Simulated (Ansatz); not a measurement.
**AlCo3: equation of state with PBEsol**

Crystal: AlCo3.

```
CELL_PARAMETERS angstrom
3.57495 0.00000 0.00000
0.00000 3.57495 0.00000
0.00000 0.00000 3.57495
ATOMIC_POSITIONS crystal
Co 0.00000 0.50000 0.50000
Co 0.50000 0.00000 0.50000
Co 0.50000 0.50000 0.00000
Al 0.00000 0.00000 0.00000
```

The cell comes from a database or a generator and needn't be the stable form of this composition.

| Item | Value |
| --- | --- |
| Program | Ansatz 0.2.0 |
| Task | equation of state |
| Functional | PBEsol |
| Potentials or basis | all-electron LAPW, scalar-relativistic |
| Basis error allowed | 0.001 eV/atom |
| k mesh | 8 × 8 × 8 |
| Occupations | fermi-dirac, width 0.05 eV |
| Spin | collinear spin, ferromagnetic start |
| Starting moments | [2.0, 2.0, 2.0, 0.0] μB |

The equilibrium volume is 10.98 Å³/atom and the bulk modulus is 208 GPa. The pressure derivative of the bulk modulus is 4.4.

Energy against volume, from the lowest point:
```
volume (Å³/atom)  energy (meV/atom)
          10.737               3.73
          10.965               0.00
          11.194               2.47
          11.422              10.54
          11.651              23.61
          11.879              41.14
          12.108              62.64
```

All runs of the series together: 2.2 min on 4 threads of Arm Neoverse V1, with other jobs on the host.
